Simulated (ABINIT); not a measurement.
Runs of ABINIT 10.8.3 (patched build) on SnSe2. Symmetry: P-3m1, No. 164, trigonal system. The conventional cell has a = 3.811 Å, b = 3.811 Å, c = 6.136 Å, α = 90.00°, β = 90.00°, γ = 120.00°. Sn (site symmetry -3m) is surrounded by 6 Se at 2.68 Å. Se (site symmetry 3m) is surrounded by 3 Sn at 2.68 Å. 

```csv
task,level,potentials or basis,k mesh,cutoff (eV),fine-grid cutoff,gap on the mesh (eV),largest force (eV/Å)
single point,r2SCAN,JTH PAW PBE v2.0,6 × 6 × 4,490,979.61 eV,(a),0.50
band structure,AM05,JTH PAW PBE v2.0 sp,8 × 8 × 5,408,816.342 eV,(b),0.56
band structure,HCTH407,JTH PAW PBE v2.0,8 × 8 × 5,408,816.342 eV,0.99,0.43
single point,PBE,JTH PAW PBE v2.0,10 × 10 × 6,408,816.342 eV,0.73,(c)
single point,LDA,JTH PAW LDA v2.0,5 × 5 × 3,408,816.342 eV,0.65,0.43
```

Alike in all rows: no spin polarisation; cell as given; smearing fermi-dirac 0.05 eV.

Question: Fill in the values left out.

Answer: (a) 1.10; (b) 0.74; (c) 0.79.

Caveats: spin-orbit coupling is left out, which moves the levels of the heavy elements; the PAW data sets were made with another functional, which shifts forces and pressure a little (some runs); an odd mesh through Γ misses points on the zone boundary, where band edges often lie (some runs); this set keeps more shells in the core, which shifts pressures and gaps (some runs).

A k mesh can miss the band edges, and the runs leave out spin-orbit coupling on Se, Sn.

The runs don't all hold the same shells in valence.
